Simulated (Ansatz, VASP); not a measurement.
Two plane-wave programs on PtSe4

```
CELL_PARAMETERS angstrom
3.76031 0.00000 0.00000
-1.88015 3.25652 0.00000
0.00000 0.00000 22.19003
ATOMIC_POSITIONS crystal
Se 0.33333 0.66667 0.35908
Se 0.66667 0.33333 0.43703
Se 0.33333 0.66667 0.56297
Se 0.66667 0.33333 0.64092
Pt 0.00000 0.00000 0.50000
```

Alike in both runs: functional PBEsol; k mesh 9 × 9 × 1; occupations gaussian, width 0.1 eV; no spin polarisation.

Ansatz relaxed the structure, and its values are those at the end. VASP's run is a single point on that final structure, the one shown.

```csv
,VASP,Ansatz
version,VASP 6.6.1,Ansatz 0.2.0
potentials or method,"VASP PAW PBE potentials, release 64 (Se, Pt)","scalar-relativistic, plane waves, PAW"
plane-wave cutoff (eV),520,420
valence electrons in the cell,34,82
```

Ansatz gave:

| Item | Value |
| --- | --- |
| gap on the k mesh at the Fermi level (eV) | none |
| rms of the force components (eV/Å) | 0.002 |
| work function, face that differs most (eV) | 5.53 |

Q: Estimate VASP's values.

A: gap on the k mesh at the Fermi level (eV): none; rms of the force components (eV/Å): 0.003; work function, face that differs most (eV): 5.53.

A gap of «none» marks a metal or a gap that the smearing closes. The two sets of potentials don't hold the same shells in valence. Ansatz warned: «xc_potential_rough_in_thin_density».

Caveats: the PAW data sets were made with another functional, which shifts forces and pressure a little (VASP). The runs have no spin-orbit coupling, so splittings on Pt are missing.
